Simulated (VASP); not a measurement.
# CuAu: V into a neighbouring Cu vacancy, part 2 of 4

How hard is this move in CuAu: V into a neighbouring Cu vacancy? Both ends are relaxed first, then a band of images between them. The start is a cell from a database of measured crystal structures.

VASP 6.6.1, plane waves and PAW; the level of theory is named at each step.

So far. Step 2 (Relax the host): The run ended after 10 ionic steps, 0.016 eV below its first step, once forces and stress met EDIFFG = -0.02.

The database entry behind the starting cell is an old determination (1936), so it need not match the best structure at ambient conditions.

## 3. Relax the start

This step: PBE, no spin polarisation; plane waves and PAW (Au, Cu, V) (VASP 6.6.1).

System of this step: VCu10Au12. The cell holds 23 atoms: 12 Au, 10 Cu and 1 V. Its edges and angles: a = 6.448 Å, b = 8.651 Å, c = 7.203 Å, α = 90.0°, β = 90.0°, γ = 63.4°. It derives from CuAu. Nearest the centre at fractional (0.250, 0.250, 0.250): V23 at 1.46 Å, Au7 at 2.30 Å, Au3 at 2.31 Å, Au4 at 2.31 Å, Au8 at 2.32 Å, Cu19 at 3.20 Å, Cu17 at 3.21 Å, Cu21 at 3.22 Å.

A path needs two true minima; the start is relaxed with symmetry off.

Input file INCAR:

```
SYSTEM = VCu10Au12
PREC = Normal
ENCUT = 300
EDIFF = 1E-05
NELM = 120
ISMEAR = 1
SIGMA = 0.15
LREAL = Auto
ALGO = Fast
GGA = PE
NBANDS = 153
LASPH = .TRUE.
LORBIT = 11
LWAVE = .FALSE.
LCHARG = .FALSE.
KPAR = 3
IBRION = 2
NSW = 60
ISIF = 2
EDIFFG = -0.05
POTIM = 0.4
MAXMIX = 40
ISYM = 0
```

Input file POSCAR:

```
VCu10Au12
1.0
    5.7674315118      2.8837157559      0.0000000000
    0.0000000000      8.6511472677      0.0000000000
    0.0000000000      0.0000000000      7.2027577856
Au Cu V
12 10 1
Direct
    0.0011983989      0.0014999769      0.0009175293
   -0.0045190211      0.0035993711      0.5012394546
   -0.0018620186      0.3352974537      0.0010123134
    0.0010199774      0.3330590483      0.5015180657
   -0.0025538373      0.6671413254     -0.0013387076
    0.0020766479      0.6660662816      0.4991879312
    0.4972885384      0.1669759020      0.0000226085
    0.4990442785      0.1699768988      0.5027953857
    0.4905983713      0.4987667948     -0.0004852922
    0.4985359500      0.5009819234      0.5006034409
    0.5073441314      0.8283144842     -0.0010485012
    0.5070838175      0.8324671296      0.5018411375
    0.2482175554      0.0801174084      0.7504650017
    0.2503780334      0.4137032237      0.7481028748
    0.2497501707      0.7478991693      0.2497271324
    0.2503311111      0.7499718990      0.7485941728
    0.7520589688      0.2513739054      0.2508909041
    0.7471625836      0.2526372627      0.7486076444
    0.7530487076      0.5798393049      0.2525392141
    0.7499304250      0.5804696272      0.7491283909
    0.7501876131      0.9172347768      0.2472727443
    0.7461599092      0.9184081029      0.7487039697
    0.2508166742      0.4181503236      0.2454217887
```

Input file KPOINTS:

```
Automatic mesh
0
Gamma
3 3 3
0 0 0
```

The projector-augmented-wave data sets are Au, Cu and V (PBE family, release 64).

Command:

```sh
> mpirun -np 3 vasp_std
```

The program printed:

```text
[banner, memory and clock lines left out]
running    3 mpi-ranks, on    1 nodes
 distrk:  each k-point on    1 cores,    3 groups
 distr:  one band on    1 cores,    1 groups

 POSCAR found type information on POSCAR AuCuV
 POSCAR found :  3 types and      23 ions
 LDA part: xc-table for (Slater+PW92), standard interpolation
 POSCAR, INCAR and KPOINTS ok, starting setup
 FFT: planning ... GRIDC
 FFT: planning ... GRID_SOFT
 FFT: planning ... GRID
 WAVECAR not read
 entering main loop
       N       E                     dE             d eps       ncg     rms          rms(c)
DAV:   1     0.231864385924E+04    0.23186E+04   -0.71011E+04  4284   0.143E+03
DAV:   2     0.309051435403E+03   -0.20096E+04   -0.18589E+04  4404   0.413E+02
DAV:   3    -0.644662158036E+02   -0.37352E+03   -0.32503E+03  4400   0.189E+02
DAV:   4    -0.966987783609E+02   -0.32233E+02   -0.30958E+02  6328   0.650E+01
DAV:   5    -0.972925302009E+02   -0.59375E+00   -0.59212E+00  6400   0.109E+01    0.376E+01
RMM:   6    -0.100033232710E+03   -0.27407E+01   -0.99371E+01  4284   0.564E+01    0.438E+01
RMM:   7    -0.947577283217E+02    0.52755E+01   -0.16850E+01  4293   0.196E+01    0.217E+01
RMM:   8    -0.867676685931E+02    0.79901E+01   -0.12894E+01  4437   0.172E+01    0.176E+01
RMM:   9    -0.852718873376E+02    0.14958E+01   -0.29697E+00  4394   0.967E+00    0.101E+01
RMM:  10    -0.852733902524E+02   -0.15029E-02   -0.15294E+00  4391   0.524E+00    0.775E+00
RMM:  11    -0.850628721698E+02    0.21052E+00   -0.69378E-01  4390   0.425E+00    0.595E+00
RMM:  12    -0.849042298913E+02    0.15864E+00   -0.26128E-01  4761   0.226E+00    0.250E+00
RMM:  13    -0.848749602047E+02    0.29270E-01   -0.89758E-02  4693   0.114E+00    0.132E+00
RMM:  14    -0.848694548323E+02    0.55054E-02   -0.27166E-02  4750   0.589E-01    0.597E-01
RMM:  15    -0.848685514216E+02    0.90341E-03   -0.10583E-02  4652   0.384E-01    0.148E-01
RMM:  16    -0.848688367208E+02   -0.28530E-03   -0.33730E-03  5035   0.170E-01    0.161E-01
RMM:  17    -0.848687319908E+02    0.10473E-03   -0.42694E-04  4586   0.828E-02    0.443E-02
RMM:  18    -0.848687479688E+02   -0.15978E-04   -0.21034E-04  4609   0.527E-02    0.330E-02
RMM:  19    -0.848687555391E+02   -0.75703E-05   -0.58281E-05  3450   0.297E-02
   1 F= -.84868756E+02 E0= -.84867263E+02  d E =-.848688E+02
 curvature:   0.00 expect dE= 0.000E+00 dE for cont linesearch  0.000E+00
 trial: gam= 0.00000 g(F)=  0.859E-01 g(S)=  0.000E+00 ort = 0.000E+00 (trialstep = 0.100E+01)
 search vector abs. value=  0.859E-01
 bond charge predicted
       N       E                     dE             d eps       ncg     rms          rms(c)
DAV:   1    -0.848961373413E+02   -0.27389E-01   -0.19057E+01  4536   0.943E+00    0.454E-01
RMM:   2    -0.849242282975E+02   -0.28091E-01   -0.28811E-01  4284   0.344E+00    0.424E-01
RMM:   3    -0.849407361640E+02   -0.16508E-01   -0.16673E-01  5809   0.130E+00    0.291E-01
RMM:   4    -0.849412808459E+02   -0.54468E-03   -0.16872E-02  5581   0.360E-01    0.231E-01
RMM:   5    -0.849410483467E+02    0.23250E-03   -0.18913E-03  5859   0.128E-01    0.220E-01
RMM:   6    -0.849401041052E+02    0.94424E-03   -0.20174E-03  4830   0.139E-01    0.130E-01
RMM:   7    -0.849408090626E+02   -0.70496E-03   -0.53378E-03  5759   0.214E-01    0.225E-01
RMM:   8    -0.849401595176E+02    0.64954E-03   -0.72724E-04  4296   0.884E-02    0.876E-02
RMM:   9    -0.849400795901E+02    0.79928E-04   -0.18421E-03  5017   0.100E-01    0.500E-02
RMM:  10    -0.849400464574E+02    0.33133E-04   -0.13122E-04  4185   0.515E-02    0.203E-02
RMM:  11    -0.849400537086E+02   -0.72512E-05   -0.11942E-04  3773   0.286E-02    0.212E-02
RMM:  12    -0.849400454940E+02    0.82145E-05   -0.14463E-05  2642   0.211E-02
   2 F= -.84940045E+02 E0= -.84938817E+02  d E =-.712900E-01
[... from here on, the cycles between the ionic steps are left out ...]
   3 F= -.84998637E+02 E0= -.84998021E+02  d E =-.129882E+00
   4 F= -.84999547E+02 E0= -.84998873E+02  d E =-.130791E+00
   5 F= -.85015859E+02 E0= -.85015412E+02  d E =-.163123E-01
   6 F= -.85015375E+02 E0= -.85015519E+02  d E =-.158285E-01
   7 F= -.85022846E+02 E0= -.85022687E+02  d E =-.232998E-01
   8 F= -.85028487E+02 E0= -.85028416E+02  d E =-.564106E-02
   9 F= -.85030097E+02 E0= -.85030099E+02  d E =-.725088E-02
  10 F= -.85033653E+02 E0= -.85033618E+02  d E =-.355577E-02
  11 F= -.85035734E+02 E0= -.85035618E+02  d E =-.563661E-02
  12 F= -.85035804E+02 E0= -.85035705E+02  d E =-.570648E-02
  13 F= -.85035793E+02 E0= -.85035687E+02  d E =-.569583E-02
  14 F= -.85035800E+02 E0= -.85035699E+02  d E =-.570304E-02
  15 F= -.85038156E+02 E0= -.85038102E+02  d E =-.235548E-02
  16 F= -.85038800E+02 E0= -.85038765E+02  d E =-.300004E-02
 curvature:  -4.14 expect dE=-0.389E-02 dE for cont linesearch -0.141E-05
 trial: gam= 0.68956 g(F)=  0.940E-03 g(S)=  0.000E+00 ort = 0.289E-04 (trialstep = 0.312E+01)
 search vector abs. value=  0.215E-02
 bond charge predicted
       N       E                     dE             d eps       ncg     rms          rms(c)
DAV:   1    -0.850327747043E+02    0.60206E-02   -0.45790E+00  4451   0.519E+00    0.255E-01
RMM:   2    -0.850377223059E+02   -0.49476E-02   -0.53115E-02  4316   0.142E+00    0.292E-01
RMM:   3    -0.850413697505E+02   -0.36474E-02   -0.31468E-02  5259   0.590E-01    0.383E-01
RMM:   4    -0.850412153062E+02    0.15444E-03   -0.51864E-03  5785   0.197E-01    0.342E-01
RMM:   5    -0.850412060245E+02    0.92817E-05   -0.31854E-04  4579   0.513E-02    0.345E-01
RMM:   6    -0.850412173966E+02   -0.11372E-04   -0.54254E-05  3313   0.288E-02    0.347E-01
RMM:   7    -0.850410372885E+02    0.18011E-03   -0.93395E-04  5824   0.748E-02    0.322E-01
RMM:   8    -0.850408566706E+02    0.18062E-03   -0.13784E-04  4296   0.628E-02    0.294E-01
RMM:   9    -0.850407379145E+02    0.11876E-03   -0.14970E-04  4538   0.348E-02    0.290E-01
RMM:  10    -0.850407573593E+02   -0.19445E-04   -0.16406E-04  4686   0.394E-02    0.291E-01
RMM:  11    -0.850407666777E+02   -0.93184E-05   -0.22156E-05  2740   0.233E-02
  17 F= -.85040767E+02 E0= -.85040842E+02  d E =-.196639E-02
 trial-energy change:   -0.001966  1 .order   -0.002394   -0.002998   -0.001790
 step:   7.7488(harm=  7.7488)  dis= 0.02450  next Energy=   -85.042520 (dE=-0.372E-02)
 reached required accuracy - stopping structural energy minimisation
```

The job ended after 8.5 min (3 MPI ranks of Intel Xeon 6975P-C (Granite Rapids), shared host; peak memory 1.1 GiB; 26 min of CPU time).

From OUTCAR (step 3):

```text
 Found     14 irreducible k-points:

   k-points           NKPTS =     14   k-points in BZ     NKDIM =     14   number of bands    NBANDS=    153

   dimension x,y,z NGX =    28 NGY =   40 NGZ =   32
   dimension x,y,z NGXF=    56 NGYF=   80 NGZF=   64

   ENCUT  =  300.0 eV  22.05 Ry    4.70 a.u.   9.11 12.22 10.17*2*pi/ulx,y,z

   NELECT =     247.0000    total number of electrons

 E-fermi :   7.9480

 k-point     1 :       0.0000    0.0000    0.0000
  band No.  band energies     occupation
    ...
    121       7.2905      2.00000
    122       7.3841      2.00000
    123       7.4469      2.00002
    124       7.5532      2.00126
    125       7.6164      2.00764
    126       8.1101     -0.06320
    127       8.2418     -0.01823
    128       8.3391     -0.00141
    129       8.6680     -0.00000
    130       8.7527     -0.00000
    ...

 k-point     2 :       0.3333    0.0000    0.0000
  band No.  band energies     occupation
    ...
    121       6.8469      2.00000
    122       7.2570      2.00000
    123       7.5530      2.00125
    124       7.7754      2.06905
    125       7.7818      2.06600
    126       8.1021     -0.05551
    127       8.3443     -0.00120
    128       8.4669     -0.00001
    129       8.5515     -0.00000
    130       8.7123     -0.00000
    ...

  Total       -4.6728495     -6.0173555     -4.5439570      0.0139505      0.0054024      0.0126996
  in kB      -20.8323093    -26.8263319    -20.2576860      0.0621934      0.0240850      0.0566167
  external PRESSURE =     -22.6387757 kB  Pullay stress =       0.0000000 kB

  energy-cutoff  :      300.00
  volume of cell :      359.38
      direct lattice vectors                 reciprocal lattice vectors
     5.767431512  2.883715756  0.000000000     0.173387408  0.000000000  0.000000000
     0.000000000  8.651147268  0.000000000    -0.057795803  0.115591605  0.000000000
     0.000000000  0.000000000  7.202757786     0.000000000  0.000000000  0.138835711

 POSITION                                       TOTAL-FORCE (eV/Angst)
 -----------------------------------------------------------------------------------
      0.00675      0.02754      0.00616         0.010481     -0.000050      0.018007
      0.00785      0.02728      3.58970        -0.007357     -0.007856     -0.021255
      0.02453      2.85768      0.06869        -0.006222      0.000734      0.011584
      0.02238      2.85703      3.53063        -0.005444      0.008619     -0.016260
      5.76287      8.67108      7.19217         0.005896      0.002653     -0.000060
      5.76196      8.67108      3.61026         0.002449      0.009209     -0.004038
      2.86051      2.84173      0.08723        -0.010605     -0.004649      0.011233
      2.85621      2.83778      3.50883         0.010210     -0.004551     -0.014572
      2.88797      5.76917      7.14882        -0.010024     -0.007559     -0.004192
      2.88795      5.76716      3.65430        -0.010448     -0.003633     -0.002236
      2.86743      8.66699      0.03159        -0.013429     -0.019932     -0.002397
      2.86570      8.66203      3.57070         0.007067      0.003034     -0.010839
      1.44931      1.45847      5.39894        -0.000062     -0.004258      0.014441
      1.43150      4.26953      5.40155         0.001563     -0.044418     -0.004111
      1.45967      7.15953      1.79869         0.017078      0.008406      0.004005
      1.43612      7.24467      5.40060         0.003914      0.031905      0.007174
      4.25365      4.32903      1.80075         0.010626      0.026021     -0.006188
      4.32120      4.29567      5.39979         0.004584     -0.004517      0.002937
      4.34067      7.20665      1.79865        -0.002459     -0.003310      0.007547
      4.36544      7.21823      5.40226         0.000492     -0.005852     -0.003426
      4.37044     10.09189      1.79777         0.015690     -0.014370      0.015342
      4.28475     10.10741      5.40163        -0.003992      0.013512     -0.010666
      1.43636      4.36119      1.79910        -0.020007      0.020862      0.007971
 -----------------------------------------------------------------------------------
    total drift:                               -0.012016      0.009526      0.012120

  FREE ENERGIE OF THE ION-ELECTRON SYSTEM (eV)
  ---------------------------------------------------
  free  energy   TOTEN  =       -85.0407666777 eV

  energy  without entropy=      -85.0409929198  energy(sigma->0) =      -85.04084209

 total charge
# of ion       s       p       d       tot
------------------------------------------
    1        0.603   0.357   8.701   9.661
    2        0.603   0.356   8.701   9.660
    3        0.626   0.382   8.674   9.682
    4        0.626   0.383   8.674   9.683
    5        0.624   0.406   8.674   9.704
    6        0.624   0.405   8.674   9.703
    7        0.627   0.385   8.674   9.686
    8        0.627   0.385   8.673   9.685
    9        0.620   0.405   8.674   9.698
   10        0.620   0.405   8.674   9.698
   11        0.603   0.356   8.705   9.664
   12        0.603   0.357   8.705   9.664
   13        0.368   0.307   9.208   9.883
   14        0.353   0.292   9.232   9.877
   15        0.387   0.305   9.204   9.895
   16        0.364   0.302   9.221   9.886
   17        0.385   0.319   9.201   9.905
   18        0.369   0.286   9.219   9.874
   19        0.373   0.315   9.206   9.894
   20        0.370   0.287   9.222   9.879
   21        0.371   0.310   9.218   9.899
   22        0.376   0.283   9.224   9.884
   23        0.435   0.527   3.321   4.283
--------------------------------------------------
tot         11.556   8.113 199.678 219.347

[... 1 part as in an earlier step ...]

[... 7 further parts left out ...]
```

CONTCAR:

```
VCu10Au12
   1.00000000000000
     5.7674315117999999    2.8837157559000000    0.0000000000000000
     0.0000000000000000    8.6511472677000008    0.0000000000000000
     0.0000000000000000    0.0000000000000000    7.2027577856000002
  Au              Cu              V
    12    10     1
Direct
     0.0011697285944000    0.0027934405362777    0.0008552118684178
     0.0013607832330162    0.0026999814116338    0.4983790361077538
     0.0042525115366009    0.3289065666239567    0.0095364939412591
     0.0038799572640663    0.3289557472671963    0.4901771614269204
     0.9992086787539846    0.6692346584779844    0.9985301977532973
     0.9990513626481327    0.6692863743312530    0.5012334644365443
     0.4959768868444561    0.1631543276084154    0.0121106468969365
     0.4952315738565444    0.1629465685531968    0.4871512815923155
     0.5007384179267682    0.4999548133295819    0.9925116328645416
     0.5007342195261931    0.4997233450414609    0.5073475769566220
     0.4971761990433393    0.8361062828033740    0.0043860201020994
     0.4968769908604619    0.8356324431414799    0.4957400574464759
     0.2512927815667757    0.0848229352547043    0.7495652900526585
     0.2482049264136542    0.4107868924707530    0.7499279510018921
     0.2530885432918156    0.7432191560478680    0.2497220445084897
     0.2490058263762013    0.7544213796932034    0.7497956946441154
     0.7375291365076654    0.2545562106189708    0.2500086862800198
     0.7492420940763852    0.2467956040104266    0.7496832659980908
     0.7526172744749913    0.5821554046965706    0.2497166796902844
     0.7569125002557572    0.5820626337972769    0.7500270609616133
     0.7577785746682912    0.9139444150477412    0.2495949008060999
     0.7429219464794744    0.9206910914331050    0.7499391927481026
     0.2490460722010363    0.4211013215035749    0.2497796556154191
```

This run has no spin polarisation, so a moment on V, if there is one, isn't seen. Its electron count is odd, so without a moment it is a metal by construction. The data set V keeps the semicore shell frozen, which is cheaper and a little less accurate.

The steps of the relaxation:

```
step  energy less that of the first step (eV)  largest force (eV/Å)
   1                                   0.0000                0.6500
   2                                  -0.0713                0.4487
   3                                  -0.1299                0.2453
   4                                  -0.1308                0.1924
   5                                  -0.1471                0.1255
   6                                  -0.1466                0.2255
   7                                  -0.1541                0.1251
   8                                  -0.1597                0.0737
   9                                  -0.1613                0.0837
  10                                  -0.1649                0.0639
  11                                  -0.1670                0.0596
  12                                  -0.1670                0.0629
  13                                  -0.1670                0.0569
  14                                  -0.1670                0.0662
  15                                  -0.1694                0.0587
  16                                  -0.1700                0.0636
  17                                  -0.1720                0.0446
```

The atoms that moved most (Å):

```
atom      dx      dy      dz  length
 Au8  -0.022  -0.072  -0.113   0.135
 Au7  -0.008  -0.037   0.087   0.095
 Au4   0.016  -0.027  -0.082   0.088
 Au9   0.058   0.040  -0.050   0.087
Cu17  -0.084  -0.014  -0.006   0.085
 Au3   0.035  -0.038   0.061   0.080
Au11  -0.059   0.038   0.039   0.080
Au12  -0.059  -0.002  -0.044   0.073
```

Final coordinates:

```xyz
23
Lattice="5.7674 2.8837 0.0000 0.0000 8.6511 0.0000 0.0000 0.0000 7.2028" Properties=species:S:1:pos:R:3 pbc="T T T"
Au    0.0067    0.0275    0.0062
Au    0.0078    0.0273    3.5897
Au    0.0245    2.8577    0.0687
Au    0.0224    2.8570    3.5306
Au   -0.0046    5.7874   -0.0106
Au   -0.0055    5.7874    3.6103
Au    2.8605    2.8417    0.0872
Au    2.8562    2.8378    3.5088
Au    2.8880    5.7692   -0.0539
Au    2.8880    5.7672    3.6543
Au    2.8674    8.6670    0.0316
Au    2.8657    8.6620    3.5707
Cu    1.4493    1.4585    5.3989
Cu    1.4315    4.2695    5.4015
Cu    1.4597    7.1595    1.7987
Cu    1.4361    7.2447    5.4006
Cu    4.2536    4.3290    1.8008
Cu    4.3212    4.2957    5.3998
Cu    4.3407    7.2066    1.7986
Cu    4.3654    7.2182    5.4023
Cu    4.3704   10.0919    1.7978
Cu    4.2848   10.1074    5.4016
V     1.4364    4.3612    1.7991
```

Numbers from this step:

| Quantity | Value |
| --- | --- |
| electronic cycles | 165 |
| electrons | 247 |
| free energy (TOTEN) | -85.0408 eV |
| energy at zero smearing | -85.0408 eV |
| Fermi energy | 7.948 eV |

The run ended after 17 ionic steps, 0.172 eV below its first step, once the forces on the free atoms met EDIFFG = -0.05.

(Continued in part 3 of 4.)

[Lines on the potential files, build, host, timing and source positions are cut from VASP's logs without a mark.]

[Logs are printed without paths, hosts, clocks, repeated set-up lines and the standing remarks that a program may print on its own settings, such as how far it seeks lower states.]

[Hosts, paths, dates, database ids (printed as entryN), source tags and the programs' standing remarks are cut or masked in the printed files.]

[Runs that stopped without an error message from VASP are left out.]
